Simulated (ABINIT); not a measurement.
Runs of ABINIT 10.8.3 (patched build) on BP. The structure is cubic, space group F-43m (No. 216). The conventional cell has a = 4.538 Å, b = 4.538 Å, c = 4.538 Å, α = 90.00°, β = 90.00°, γ = 90.00°. P (site symmetry -43m) has 4 B at 1.97 Å as nearest neighbours. B (site symmetry -43m) is surrounded by 4 P at 1.97 Å. 

```csv
task,level,potentials or basis,k mesh,cutoff (eV),fine-grid cutoff,gap on the mesh (eV),pressure (GPa),V0 of scaled cells (Å³/atom),B0 (GPa)
equation of state,PW91,PseudoDojo NC SR PBE v0.4.1 standard,10 × 10 × 10,1034,-,-,-,11.78,161
equation of state,OLYP,PseudoDojo NC SR PBE v0.4.1 standard,10 × 10 × 10,1034,-,-,-,(a),(b)
band structure,LDA-PZ,JTH PAW LDA v2.0,10 × 10 × 10,544,1088.46 eV,1.18,-5.2,-,-
single point,PBEsol,JTH PAW PBE v2.0,6 × 6 × 6,544,1088.46 eV,1.22,-1.7,-,-
band structure,LDA-Teter,PseudoDojo NC SR LDA v0.4.1 standard,10 × 10 × 10,1034,-,(c),-5.4,-,-
```

Alike in all rows: no spin polarisation; cell as given; smearing fermi-dirac 0.05 eV.

**Question.** Fill in the values left out.

**Answer.** (a) 11.50; (b) 164; (c) 1.20.

Caveats: pressures at fixed basis lie under the slope of the energies (some runs); the potentials were made for another functional, which shifts forces and pressure (some runs); the PAW data sets were made with another functional, which shifts forces and pressure a little (some runs).

A k mesh can miss the band edges.

Runs at the PBE level aren't shown here.
